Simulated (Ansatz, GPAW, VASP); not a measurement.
**CdS: programs and potentials compared**

```
Cd S
1.0
     0.00000    2.91650    2.91650
     2.91650    0.00000    2.91650
     2.91650    2.91650    0.00000
Cd S
1 1
Direct
  0.00000 0.00000 0.00000
  0.75000 0.75000 0.75000
```

Alike in all runs: task single point; functional PBE; k mesh 8 × 8 × 8; occupations gaussian, width 0.02 eV; no spin polarisation; no spin-orbit coupling. Pressure is positive in compression and, in plane waves, holds the error of the finite cutoff, which Ansatz's Pulay term estimates and takes out.

```csv
program and potentials,plane-wave cutoff (eV),notes,band gap (eV),pressure (GPa)
"Ansatz, Ansatz PAW",420,13 valence electrons an atom on average; Pulay term of +0.04 GPa included,1.15,2.85
"Ansatz, all-electron LAPW, scalar-relativistic",-,-,1.15,2.88
"GPAW, GPAW PAW data sets (gpaw-data 1.2.1)",600,9 valence electrons an atom on average,1.13,2.60
"VASP, PBE PAW files Cd_GW, S_GW, 550 eV",550,9 valence electrons an atom on average,1.14,2.82
```

The band gap spans 1.13 (GPAW, GPAW PAW data sets (gpaw-data 1.2.1)) to 1.15 eV (Ansatz, all-electron LAPW, scalar-relativistic), with all-electron results at 1.15. The pressure spans 2.60 (GPAW, GPAW PAW data sets (gpaw-data 1.2.1)) to 2.88 GPa (Ansatz, all-electron LAPW, scalar-relativistic), with all-electron results at 2.88.

Differences between rows come from potentials, basis sets and numerical settings, since the functional is the same but for its coding. Runs on potential files found faulty are left out.
